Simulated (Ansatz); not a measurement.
# CoSi (Pm-3m) in Ansatz: equation of state

How stiff is CoSi in PBE, and what volume does it want? The cell is scaled to several volumes.

Program: Ansatz 0.2.0. These are calculated values, not measurements. Logs are shortened: lines on timing, memory, paths and dates and some standing lists are left out, and cuts for length are marked.

**1. The crystal as given**

Symmetry: Pm-3m, No. 221, cubic system. Conventional cell: a = 2.781 Å, b = 2.781 Å, c = 2.781 Å, α = 90.00°, β = 90.00°, γ = 90.00°. Around Co (site symmetry m-3m) lie 8 Si at 2.41 Å. Around Si (site symmetry m-3m) lie 8 Co at 2.41 Å.

Measurements of this composition are mostly on another form, of space group No. 198.

**2. Single point, PBE, collinear spin, ferromagnetic start, 10.11 Å³/atom (volume scaled by 0.94)**

Input file input.yaml:

```yaml
crystal:
  lattice:
    - [2.7245561501, 0.0, 0.0]
    - [0.0, 2.7245561501, 0.0]
    - [0.0, 0.0, 2.7245561501]
  atoms:
    - { symbol: Co, position: [0.0, 0.0, 0.0], spin: 2.0 }
    - { symbol: Si, position: [0.5, 0.5, 0.5] }
hamiltonian:
  xc: pbe
  pseudopotentials: { kind: paw }
magnetization:
  spin_polarized: true
kpoints:
  mp_grid: { grid: [10, 10, 10] }
scf:
  occupations: { method: fermi_dirac, width: 0.05 }
output:
  forces: true
  stress: true
  eigenvalues: true
```

Potentials or basis: Ansatz PAW.

Started as:

```bash
$ ansatz run input.yaml --threads 2 --pin off --max-ram 5120MiB --backend cpu --events-out ev --progress --plain --runs-dir out
```

The log of the run:

```text
Warning: RAYON_NUM_THREADS=2 ignored (pool sized by the plan → 2); use --threads N
Engine: ansatz 0.2.0, x86_64-unknown-linux-gnu
Pseudopotentials: kind: paw
Pseudopotential: Co, paw, valence charge 17, recommended cutoff 420 eV (normal), Co.paw.azcp
Pseudopotential: Si, paw, valence charge 4, recommended cutoff 420 eV (normal), Si.paw.azcp
Functional definition: PBE
  parameter kappa = 0.804
  parameter beta = 0.06672455060314922
  exchange = pbe_x(kappa = kappa, mu = beta*pi^2/3)
  correlation = pbe_c(beta = beta)
Crystal: 2 atoms, lattice volume = 20.225 Å³
Basis set: ecut = 420 eV, 389 PW (Γ), exchange–correlation on 40×40×40 points (8 copies of the dense FFT grid, shifted against one another)
Bands: 16, of which v1, the nominal top of the filled ones, is band 11 counted from 1 (10 counted from 0)
Symmetry: 48 space group operations
Space group: Pm-3m (ITA 221), of the structure as read, at distance tolerance 2.7e-5 Å
Magnetic group: BNS 221.92 (UNI 1594), of the structure as read, at distance tolerance 2.7e-5 Å
k-points: 56 of 1000
Non-local potential: Co, projectors of the file, l = 0: 3, l = 1: 2, l = 2: 3, l = 3: 1
Non-local potential: Si, projectors of the file, l = 0: 2, l = 1: 2, l = 2: 2
PAW form: soft (Blöchl's): semilocal exchange-correlation on the pseudo side does not see the compensation charge
PAW one-centre angular grid: Co, 590 points (default); XC on 64 Gauss nodes
PAW one-centre angular grid: Si, 110 points (default); XC on 64 Gauss nodes
Initial density: superposition of atomic densities (chi_scale 0.1, normalization cell)
Starting moments: Σ|m| = 2 μB on 1 of 2 sites
Initial wavefunctions: pseudopotential atomic-orbital guess
Functional: x = pbe(κ = 0.804, μ = 0.2195149727645171), c = pbe(β = 0.06672455060314922)
SCF iter   1: F=—  HF=-5761.757502 eV  |F-HF|=—  |Δ(HF+E_count)|=         —  Δρ=1.54e-1 (↑1.54e-1 ↓4.41e-2)  dr2=2.26e0  dr2_m=1.50e0  M=0.930 μB ∫|m|=1.047 μB  β_m=0.30  ethr=3.10e-3  ⟨swp⟩=4.5  Hψ=8371  notcnv=0
Mixer restart at iter 1: flushing history
preconditioner: auto → none  [metal: Δε(μ)=0.041 eV  Ē_g=10.762 eV  σ=0.050 eV  W_gap=0.20  n_scr=6 (ndim 8)  ℏωp=29.8 eV  f_vac=0.000  D(μ)=0.44/eV (n_scr^D=0)  sad-step TF]
SCF iter   2: F=—  HF=-5760.816900 eV  |F-HF|=—  |Δ(HF+E_count)|=   9.41e-1  Δρ=8.11e-2 (↑6.57e-2 ↓8.11e-2)  dr2=1.82e-1  dr2_m=9.58e-1  M=0.848 μB ∫|m|=0.949 μB  β_m=0.42  ethr=3.10e-3  ⟨swp⟩=2.5  Hψ=4093  notcnv=0  defer=75
SCF iter   3: F=—  HF=-5761.759077 eV  |F-HF|=—  |Δ(HF+E_count)|=   9.42e-1  Δρ=6.22e-2 (↑4.59e-2 ↓6.22e-2)  dr2=9.66e-2  dr2_m=5.31e-1  M=0.761 μB ∫|m|=0.842 μB  β_m=0.45  ethr=8.65e-4  ⟨swp⟩=2.2  Hψ=3194  notcnv=0  defer=75
SCF iter   4: F=—  HF=-5762.585868 eV  |F-HF|=—  |Δ(HF+E_count)|=   8.27e-1  Δρ=3.26e-2 (↑2.34e-2 ↓3.26e-2)  dr2=2.07e-2  dr2_m=1.44e-1  M=0.597 μB ∫|m|=0.648 μB  β_m=0.79  ethr=4.60e-4  ⟨swp⟩=3.0  Hψ=4133  notcnv=0  defer=84
SCF iter   5: F=—  HF=-5762.695880 eV  |F-HF|=—  |Δ(HF+E_count)|=   1.10e-1  Δρ=2.27e-2 (↑5.90e-3 ↓2.27e-2)  dr2=1.05e-1  dr2_m=1.50e-2  M=0.505 μB ∫|m|=0.529 μB  β_m=0.75  ethr=9.83e-5  ⟨swp⟩=3.1  Hψ=4427  notcnv=0  defer=87
SCF iter   6: F=—  HF=-5762.706569 eV  |F-HF|=—  |Δ(HF+E_count)|=   1.07e-2  Δρ=3.02e-3 (↑2.50e-3 ↓3.02e-3)  dr2=3.88e-3  dr2_m=3.59e-5  M=0.513 μB ∫|m|=0.539 μB  β_m=0.88  ethr=9.83e-5  ⟨swp⟩=2.5  Hψ=3841  notcnv=0  defer=97
SCF iter   7: F=—  HF=-5762.707117 eV  |F-HF|=—  |Δ(HF+E_count)|=   5.48e-4  Δρ=7.09e-4 (↑7.09e-4 ↓6.19e-4)  dr2=2.71e-4  dr2_m=1.15e-6  M=0.511 μB ∫|m|=0.536 μB  β_m=0.90  ethr=1.85e-5  ⟨swp⟩=2.2  Hψ=2598  notcnv=0  defer=97
SCF iter   8: F=—  HF=-5762.707163 eV  |F-HF|=—  |Δ(HF+E_count)|=   4.56e-5  Δρ=1.75e-4 (↑1.75e-4 ↓5.98e-5)  dr2=7.67e-6  dr2_m=7.29e-7  M=0.511 μB ∫|m|=0.536 μB  β_m=0.95  ethr=1.29e-6  ⟨swp⟩=2.3  Hψ=2555  notcnv=0  defer=97
SCF iter   9: F=—  HF=-5762.707172 eV  |F-HF|=—  |Δ(HF+E_count)|=   9.72e-6  Δρ=6.16e-5 (↑1.52e-5 ↓6.16e-5)  dr2=9.77e-7  dr2_m=1.05e-7  M=0.510 μB ∫|m|=0.535 μB  β_m=0.97  ethr=3.65e-8  ⟨swp⟩=2.2  Hψ=2522  notcnv=0  defer=97
SCF iter  10: F=—  HF=-5762.707172 eV  |F-HF|=—  |Δ(HF+E_count)|=   2.16e-7  Δρ=5.20e-6 (↑5.20e-6 ↓3.67e-6)  dr2=1.31e-8  dr2_m=1.50e-10  M=0.510 μB ∫|m|=0.536 μB  β_m=0.99  ethr=4.65e-9  ⟨swp⟩=2.1  Hψ=2348  notcnv=0  defer=97
SCF iter  11: F=-5762.707172 eV  HF=-5762.707172 eV  |F-HF|=7.16e-9  |Δ(HF+E_count)|=   1.85e-9  Δρ=5.10e-6 (↑2.75e-6 ↓5.10e-6)  dr2=8.41e-9  dr2_m=3.06e-10  M=0.510 μB ∫|m|=0.536 μB  ethr=6.26e-11  ⟨swp⟩=6.0  Hψ=6623  notcnv=0
SCF 1 converged in 11 iterations: F = -5762.707172 eV  dr2 = 8.41e-9
SCF converged after 11 iterations
Magnetization: 0.5104 μB (10.7552 up, 10.2448 down)
Absolute magnetization: 0.5356 μB (∫|ρ↑−ρ↓|, with the PAW one-centre terms)
Spin contamination: 0.0069 ħ² per cell (⟨S²⟩ above its minimum at these occupations)
Per-site moments (μB) at R_I (Å): [(0.5078810642661986, 0.973308121509788), (0.008970674565865758, 0.973308121509788)]
Free energy (F): -5762.707172 eV
Harris-Foulkes:  -5762.707172 eV  (|F-HF|=7.16e-9)
Internal energy: -5762.692250 eV  (E = F + TS)
E sigma→0 (E₀):  -5762.699711 eV
Entropy (-TS):   -0.014923 eV (-7.461 meV/atom)
Fermi energy:    18.816720 eV
--- Per-component energies (eV) ---
  E_band       = -205.870131
  E_kinetic    = 506.888746
  E_local      = -3413.963410  (includes V_loc(G=0)·N_el)
  E_nonlocal   = 481.937317
  E_hartree    = 1487.406946
  E_xc         = -218.575692
  E_vxc        = -257.984565  (∫ρ·V_xc dr)
  E_paw        = -2031.365679  (= ΣΔE_a)
  E_vpaw       = -497.555150  (= ΣTr[D̂ρ^β])
  E_aug_tail   = 0.000130  (compensation charges beyond the density's cutoff)
  E_ewald      = -2575.020609
  E_smearing   = -0.014923  (= −TS)
  E_closure    = 0.000000  (closes the sum)
  Σ components = -5762.707172   (vs F -5762.707172, Δ=0.00e0)
--- Forces (eV/Å), atoms counted from 1 ---
  atom   1  Co    -0.00000000     0.00000000    -0.00000000
  atom   2  Si    -0.00000000     0.00000000     0.00000000
  max |Σ_I F_I| component: 1.05e-30 eV/Å
--- Stress (GPa, compression-positive) ---
       15.665055      -0.000000       0.000000
        0.000000      15.665055       0.000000
        0.000000       0.000000      15.665055
  P = ⅓ Tr σ = 15.6651 GPa (156.651 kbar)
--- Band table (eV; the first three rows and the last of 112) ---
  k-point 0 ↑: bands = ["-76.8461", "-40.1393", "-40.1393", "-40.1393", "3.9101", "14.2853", "14.2853", "17.1296", "17.1296", "17.1296", "21.9073", "21.9073", "21.9073", "26.3437", "26.3437", "31.8805"]
  k-point 1 ↑: bands = ["-76.8456", "-40.1465", "-40.1387", "-40.1387", "4.1123", "14.1829", "14.3555", "16.9499", "16.9499", "17.1454", "20.7201", "22.2566", "22.2566", "26.2638", "27.4614", "32.5430"]
  k-point 2 ↑: bands = ["-76.8441", "-40.1652", "-40.1372", "-40.1372", "4.7111", "13.6698", "14.5467", "16.5498", "16.5498", "17.1868", "19.0627", "23.1731", "23.1731", "26.0379", "28.9234", "34.6421"]
  k-point 55 ↓: bands = ["-76.2217", "-39.6076", "-39.6076", "-39.6076", "12.4981", "12.4981", "12.4981", "17.4783", "18.6158", "18.6158", "19.9559", "19.9559", "19.9559", "22.7364", "22.7364", "22.7364"]
```

Wall time 1 s (2 threads of Intel Xeon 6975P-C (Granite Rapids), shared host); peak memory 0.38 GiB.

Results:

* Free energy: -5762.7072 eV
* Pressure: 15.7 GPa
* Band gap on the k mesh: none (metal or under the smearing width)
* Net moment: 0.51 μB per cell
* Absolute moment: 0.54 μB per cell
* Site moments: Co +0.51; Si +0.01 μB

(Continued in part 2 of 2.)
